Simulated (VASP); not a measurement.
# GaN (P6_3mc) in VASP: notebook, part 2 of 2

VASP 6.6.1.

## (4) Band structure, PBE

This run uses another cell than the first one, of 11.76 Å³/atom, 1.058 times its volume.

INCAR

```
PREC = Accurate ; ENCUT = 520
EDIFF = 1E-6 ; ISMEAR = 0
SIGMA = 0.03 ; LREAL = False
LASPH = True ; NELM = 80
ALGO = Normal ; ISIF = 2
LWAVE = False ; LCHARG = False
GGA = PE ; NBANDS = 26
ICORELEVEL = 1
```

KPOINTS

```
regular mesh
0
Gamma
  12 12 5
```

POSCAR

```
GaN                                     
1.0
    3.2177254920      0.0000000000      0.0000000000
   -1.6088627460      2.7866320143      0.0000000000
    0.0000000000      0.0000000000      5.2440545536
  Ga              N             
     2     2
Direct
     0.3333333300000021    0.6666666699999979    0.9991860844999652
     0.6666666699999979    0.3333333300000021    0.4991860844999651
     0.3333333300000021    0.6666666699999979    0.3758139155000349
     0.6666666699999979    0.3333333300000021    0.8758139155000348
```

KPOINTS_OPT

```
explicit points
96
Reciprocal
 0.0000000000  0.0000000000  0.0000000000 1
 0.0555555556  0.0000000000  0.0000000000 1
 0.1111111111  0.0000000000  0.0000000000 1
 0.1666666667  0.0000000000  0.0000000000 1
 0.2222222222  0.0000000000  0.0000000000 1
 0.2777777778  0.0000000000  0.0000000000 1
 0.3333333333  0.0000000000  0.0000000000 1
 0.3888888889  0.0000000000  0.0000000000 1
 0.4444444444  0.0000000000  0.0000000000 1
 0.5000000000  0.0000000000  0.0000000000 1
 0.5000000000  0.0000000000  0.0000000000 1
 0.4814814815  0.0370370370  0.0000000000 1
 0.4629629630  0.0740740741  0.0000000000 1
 0.4444444444  0.1111111111  0.0000000000 1
 0.4259259259  0.1481481481  0.0000000000 1
 0.4074074074  0.1851851852  0.0000000000 1
 0.3888888889  0.2222222222  0.0000000000 1
 0.3703703703  0.2592592592  0.0000000000 1
 0.3518518518  0.2962962963  0.0000000000 1
 0.3333333333  0.3333333333  0.0000000000 1
 0.3333333333  0.3333333333  0.0000000000 1
 0.2962962963  0.2962962963  0.0000000000 1
 0.2592592592  0.2592592592  0.0000000000 1
 0.2222222222  0.2222222222  0.0000000000 1
 0.1851851852  0.1851851852  0.0000000000 1
 0.1481481481  0.1481481481  0.0000000000 1
 0.1111111111  0.1111111111  0.0000000000 1
 0.0740740741  0.0740740741  0.0000000000 1
 0.0370370370  0.0370370370  0.0000000000 1
 0.0000000000  0.0000000000  0.0000000000 1
 0.0000000000  0.0000000000  0.0000000000 1
 0.0000000000  0.0000000000  0.0555555556 1
 0.0000000000  0.0000000000  0.1111111111 1
 0.0000000000  0.0000000000  0.1666666667 1
 0.0000000000  0.0000000000  0.2222222222 1
 0.0000000000  0.0000000000  0.2777777778 1
 0.0000000000  0.0000000000  0.3333333333 1
 0.0000000000  0.0000000000  0.3888888889 1
 0.0000000000  0.0000000000  0.4444444444 1
 0.0000000000  0.0000000000  0.5000000000 1
 0.0000000000  0.0000000000  0.5000000000 1
 0.0555555556  0.0000000000  0.5000000000 1
 0.1111111111  0.0000000000  0.5000000000 1
 0.1666666667  0.0000000000  0.5000000000 1
 0.2222222222  0.0000000000  0.5000000000 1
 0.2777777778  0.0000000000  0.5000000000 1
 0.3333333333  0.0000000000  0.5000000000 1
 0.3888888889  0.0000000000  0.5000000000 1
 0.4444444444  0.0000000000  0.5000000000 1
 0.5000000000  0.0000000000  0.5000000000 1
 0.5000000000  0.0000000000  0.5000000000 1
 0.4814814815  0.0370370370  0.5000000000 1
 0.4629629630  0.0740740741  0.5000000000 1
 0.4444444444  0.1111111111  0.5000000000 1
 0.4259259259  0.1481481481  0.5000000000 1
 0.4074074074  0.1851851852  0.5000000000 1
 0.3888888889  0.2222222222  0.5000000000 1
 0.3703703703  0.2592592592  0.5000000000 1
 0.3518518518  0.2962962963  0.5000000000 1
 0.3333333333  0.3333333333  0.5000000000 1
 0.3333333333  0.3333333333  0.5000000000 1
 0.2962962963  0.2962962963  0.5000000000 1
 0.2592592592  0.2592592592  0.5000000000 1
 0.2222222222  0.2222222222  0.5000000000 1
 0.1851851852  0.1851851852  0.5000000000 1
 0.1481481481  0.1481481481  0.5000000000 1
 0.1111111111  0.1111111111  0.5000000000 1
 0.0740740741  0.0740740741  0.5000000000 1
 0.0370370370  0.0370370370  0.5000000000 1
 0.0000000000  0.0000000000  0.5000000000 1
 0.5000000000  0.0000000000  0.5000000000 1
 0.5000000000  0.0000000000  0.4444444444 1
 0.5000000000  0.0000000000  0.3888888889 1
 0.5000000000  0.0000000000  0.3333333333 1
 0.5000000000  0.0000000000  0.2777777778 1
 0.5000000000  0.0000000000  0.2222222222 1
 0.5000000000  0.0000000000  0.1666666667 1
 0.5000000000  0.0000000000  0.1111111111 1
 0.5000000000  0.0000000000  0.0555555556 1
 0.5000000000  0.0000000000  0.0000000000 1
 0.3333333333  0.3333333333  0.0000000000 1
 0.3333333333  0.3333333333  0.0555555556 1
 0.3333333333  0.3333333333  0.1111111111 1
 0.3333333333  0.3333333333  0.1666666667 1
 0.3333333333  0.3333333333  0.2222222222 1
 0.3333333333  0.3333333333  0.2777777778 1
 0.3333333333  0.3333333333  0.3333333333 1
 0.3333333333  0.3333333333  0.3888888889 1
 0.3333333333  0.3333333333  0.4444444444 1
 0.3333333333  0.3333333333  0.5000000000 1
 0.0000000000  0.0000000000  0.0000000000 1
 0.0000000000  0.0000000000  0.5000000000 1
 0.3333333333  0.3333333333  0.5000000000 1
 0.3333333333  0.3333333333  0.0000000000 1
 0.5000000000  0.0000000000  0.5000000000 1
 0.5000000000  0.0000000000  0.0000000000 1
```

On the command line:

```bash
cat potpaw_PBE.64/Ga_d/POTCAR potpaw_PBE.64/N/POTCAR > POTCAR
mpirun -np 1 vasp_std > vasp.out
```

Wall time 38 s (1 thread of Intel Xeon 6975P-C (Granite Rapids), shared host); peak memory 0.23 GiB.

Results (log left out):

```
Free energy             : -24.3278 eV
Pressure                : 0.2 GPa
Band gap on the k mesh  : 1.72 eV, direct
Band gap along the path : 1.72 eV, direct
```

Forces in eV/Å, atoms in the order of the input:
```
Ga   0.000  0.000 -0.003
Ga   0.000  0.000 -0.003
N    0.000  0.000  0.003
N    0.000  0.000  0.003
```

Levels at the corners of the path, in eV from the valence-band top:
```tsv
point	band 16	band 17	band 18	band 19	band 20	band 21
Γ	-0.04	0.00	0.00	1.72	4.07	9.02
M	-2.64	-2.12	-0.96	4.98	5.37	5.98
M	-2.64	-2.12	-0.96	4.98	5.37	5.98
K	-2.87	-2.87	-2.62	5.18	7.53	7.53
K	-2.87	-2.87	-2.62	5.18	7.53	7.53
Γ	-0.04	0.00	0.00	1.72	4.07	9.02
Γ	-0.04	0.00	0.00	1.72	4.07	9.02
A	-0.51	-0.51	-0.51	4.06	4.06	8.31
A	-0.51	-0.51	-0.51	4.06	4.06	8.31
L	-1.87	-1.83	-1.83	4.31	4.31	7.58
L	-1.87	-1.83	-1.83	4.31	4.31	7.58
H	-4.04	-1.42	-1.42	6.22	6.22	7.25
H	-4.04	-1.42	-1.42	6.22	6.22	7.25
A	-0.51	-0.51	-0.51	4.06	4.06	8.31
L	-1.87	-1.83	-1.83	4.31	4.31	7.58
M	-2.64	-2.12	-0.96	4.98	5.37	5.98
K	-2.87	-2.87	-2.62	5.18	7.53	7.53
H	-4.04	-1.42	-1.42	6.22	6.22	7.25
```

Core levels (eV, on the scale of the bands):
| atom | levels |
| --- | --- |
| 1 Ga | 1s -10217.3, 2s -1250.7, 2p -1087.2, 3s -137.0, 3p -87.8 |
| 2 Ga | 1s -10217.3, 2s -1250.7, 2p -1087.2, 3s -137.0, 3p -87.8 |
| 3 N | 1s -370.3 |
| 4 N | 1s -370.3 |

## (5) Overview

```tsv
level	potentials or basis	cell	gap on the mesh (eV)	pressure (GPa)
LDA	VASP PAW LDA potentials, release 64 (Ga_d, N)	P6_3mc, 11.11 Å³/atom	2.11	0.1
RPBE	VASP PAW PBE potentials, release 64 (Ga_d, N)	P6_3mc, 12.02 Å³/atom	1.63	0.1
PBE	VASP PAW PBE potentials, release 64 (Ga_d, N)	P6_3mc, 11.76 Å³/atom	1.72	0.2
```

Alike in all rows: task band structure; no spin polarisation; k mesh 12 × 12 × 5; cutoff (eV) 520; smearing gaussian 0.03 eV.

Caveats: the PAW data sets were made with another functional, which shifts forces and pressure a little (some runs).

Absolute energies hang on the potentials; compare differences alone.

## (6) How close it comes

Step 2. Against the measured gap of GaN, 3.503 eV (direct; quoted in “Studying electronic properties in GaN without electrical contacts using γ-γ vs e−-γ Perturbed Angular Correlations”, 2019, pmc:6823545), the calculated 2.11 eV is off by -1.39 eV. Spin-orbit coupling on Ga is left out. The value is that of LDA, without temperature or zero-point motion. Semilocal functionals fall short of measured gaps as a rule.

Step 3. Measured gap of GaN: 3.503 eV (direct; quoted in “Studying electronic properties in GaN without electrical contacts using γ-γ vs e−-γ Perturbed Angular Correlations”, 2019, pmc:6823545). This calculation gives 1.63 eV (-1.88 eV). So large a miss can be the level of theory's own, or it may mean another phase, state or a wrong row. Spin-orbit coupling on Ga is left out. The value is that of RPBE, without temperature or zero-point motion. Semilocal functionals fall short of measured gaps as a rule.

Step 4. A measured gap of GaN is 3.503 eV (direct; quoted in “Studying electronic properties in GaN without electrical contacts using γ-γ vs e−-γ Perturbed Angular Correlations”, 2019, pmc:6823545); the calculated 1.72 eV misses it by -1.79 eV. So large a miss can be the level of theory's own, or it may mean another phase, state or a wrong row. Spin-orbit coupling on Ga is left out. The value is that of PBE, without temperature or zero-point motion. Semilocal functionals fall short of measured gaps as a rule.
